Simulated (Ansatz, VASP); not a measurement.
## One calculation of AgCl, two programs

Contents of INCAR:

```
SYSTEM = AgCl
ALGO     = Normal         ! electronic algorithm
EDIFF    = 1E-6           ! SCF threshold, eV
ENCUT    = 520            ! plane-wave cutoff, eV
GGA      = PS             ! functional
ISIF     = 2              ! what is computed and relaxed
ISMEAR   = -1             ! smearing method
LASPH    = .True.         ! aspherical terms in the spheres
LCHARG   = .False.        ! write CHGCAR
LREAL    = .False.        ! projectors in reciprocal space
LWAVE    = .False.        ! write WAVECAR
NBANDS   = 16             ! bands
NELM     = 60             ! most SCF steps
PREC     = Accurate       ! precision mode
SIGMA    = 0.01           ! smearing width, eV
```

File KPOINTS:

```
k-points
0
Gamma
  9 9 9
  0 0 0
```

File POSCAR:

```
AgCl
1.0
    0.0000000000      2.7731500000      2.7176870000
    2.7731500000      0.0000000000      2.7176870000
    2.7731500000      2.7731500000      0.0000000000
Ag Cl
1 1
Direct
    0.5000000000      0.5000000000      0.5000000000
    0.0000000000      0.0000000000      0.0000000000
```

Input for Ansatz:

```yaml
crystal:
  lattice:
    - [0.0, 2.77315, 2.717687]
    - [2.77315, 0.0, 2.717687]
    - [2.77315, 2.77315, 0.0]
  atoms:
    - { symbol: Ag, position: [0.5, 0.5, 0.5] }
    - { symbol: Cl, position: [0.0, 0.0, 0.0] }
kpoints:
  mp_grid: { grid: [9, 9, 9] }
  band_path:
    path:
      - [0.0, 0.0, 0.0]
      - [0.0, 0.5, 0.5]
      - [0.25, 0.75, 0.5]
      - [0.0, 0.5, 0.0]
      - [0.0, 0.0, 0.0]
      - [0.5, 0.5, 0.0]
      - [0.3801541025, 0.6198458975, 0.0]
      - [-0.3801541025, 0.3801541025, 0.0]
      - [0.0, 0.0, 0.0]
    npoints: 5
scf:
  occupations: { method: fermi_dirac, width: 0.01 }
hamiltonian:
  xc: pbesol
  pseudopotentials: { kind: all_electron, lapw: { basis_error: 0.0005 } }
output:
  forces: true
  stress: true
  eigenvalues: true
```

Change from the starting cell: zz strain of -2 %.

Alike in both runs: task single point; functional PBEsol; k mesh 9 × 9 × 9; occupations fermi-dirac, width 0.01 eV; no spin polarisation.

|  | VASP | Ansatz |
| --- | --- | --- |
| version | VASP 6.6.1 | Ansatz 0.2.0 |
| potentials or method | VASP PAW PBE potentials, release 64 (Ag, Cl) | all-electron LAPW, scalar-relativistic |
| plane-wave cutoff (eV) | 520 | see its input |

|  | VASP | Ansatz | Ansatz less VASP |
| --- | --- | --- | --- |
| gap on the k mesh at the Fermi level (eV) | 0.72 | 0.72 | +0.005 |
| pressure (GPa) | -1.8 | -1.7 | +0.11 |
| largest component of the traceless stress (GPa) | 0.26 | 0.27 | +0.010 |

Ansatz ran all-electron here, so the differences hold the error of VASP's frozen core and of both bases.

Caveats: the PAW data sets were made with another functional, which shifts forces and pressure a little (VASP); an odd mesh through Γ misses points on the zone boundary, where band edges often lie.
